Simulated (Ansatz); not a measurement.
# AlNi3: the cost of one run

Computed with Ansatz 0.2.0 (DFT PBE, scalar-relativistic, plane waves, PAW, unless a step's input says otherwise).

4 further runs of the same task are left out: 2 that didn't finish, 2 set aside as unsound or not needed.

## Step 1: The system as given

Symmetry: Pm-3m, No. 221, cubic system. Conventional cell: a = 3.567 Å, b = 3.567 Å, c = 3.567 Å, α = 90.00°, β = 90.00°, γ = 90.00°. Al (site symmetry m-3m) is surrounded by 12 Ni at 2.52 Å. Ni (site symmetry 4/mmm) is surrounded by 4 Al at 2.52 Å and 8 Ni at 2.52 Å.

Structure file:

```cif
data_structure
_symmetry_space_group_name_H-M 'Pm-3m'
_symmetry_Int_Tables_number 221
_cell_length_a 3.5667
_cell_length_b 3.5667
_cell_length_c 3.5667
_cell_angle_alpha 90.000
_cell_angle_beta 90.000
_cell_angle_gamma 90.000
_cell_volume 45.37
loop_
_atom_site_label
_atom_site_type_symbol
_atom_site_symmetry_multiplicity
_atom_site_Wyckoff_symbol
_atom_site_fract_x
_atom_site_fract_y
_atom_site_fract_z
_atom_site_occupancy
Al1 Al 1 a 0.00000 0.00000 0.00000 1
Ni1 Ni 3 c 0.00000 0.50000 0.50000 1
```

It goes back to an entry of the Materials Project, which need not be the stable form.

This cell was relaxed beforehand with the same method: volume 11.34 Å³/atom, gap on the mesh none (metal), site moments up to 0.3 μB.

## Step 2: Zero of energy

The reference gives a free energy of -18058.4099 eV, pressure 0.02 GPa, largest force 0.000 eV/Å and gap on the mesh none (metal). It was computed beforehand with the settings of the runs below.

## Step 3: The scan: a strain scan

The cell is strained by ε times the Voigt pattern (0, 0, 0, 0, 1, 0) (xx, yy, zz, yz, xz, xy; engineering shear), with fractional coordinates fixed (clamped ions). The stress on the pattern is the sum of the stress components weighted by it, tension positive.

## Step 4: Point ε = -0.1000

Contents of input.yaml:

```yaml
crystal:
  lattice:
    - [3.5666788946, 0.0, -0.1783339447]
    - [0.0, 3.5666788946, 0.0]
    - [-0.1783339447, 0.0, 3.5666788946]
  atoms:
    - { symbol: Al, position: [0.0, 0.0, 0.0] }
    - { symbol: Ni, position: [0.0, 0.5, 0.5], spin: 0.3 }
    - { symbol: Ni, position: [0.5, 0.0, 0.5], spin: 0.3 }
    - { symbol: Ni, position: [0.5, 0.5, 0.0], spin: 0.3 }
basis:
  ecutwfc: 420
kpoints:
  mp_grid: { grid: [14, 14, 14] }
hamiltonian:
  xc: pbe
scf:
  occupations: { method: gaussian, width: 0.15 }
output:
  forces: true
  stress: true
  eigenvalues: true
  populations: true
magnetization:
  spin_polarized: true
```

On the command line:

```sh
> ansatz run input.yaml --threads 1 --pin off --max-ram 2560MiB --backend cpu --events-out ev --progress --plain --runs-dir out
```

Q: Estimate wall time and peak memory on 1 thread of Intel Xeon 6975P-C (Granite Rapids), shared host.

About 71 s, with a peak of 1.1 GiB.
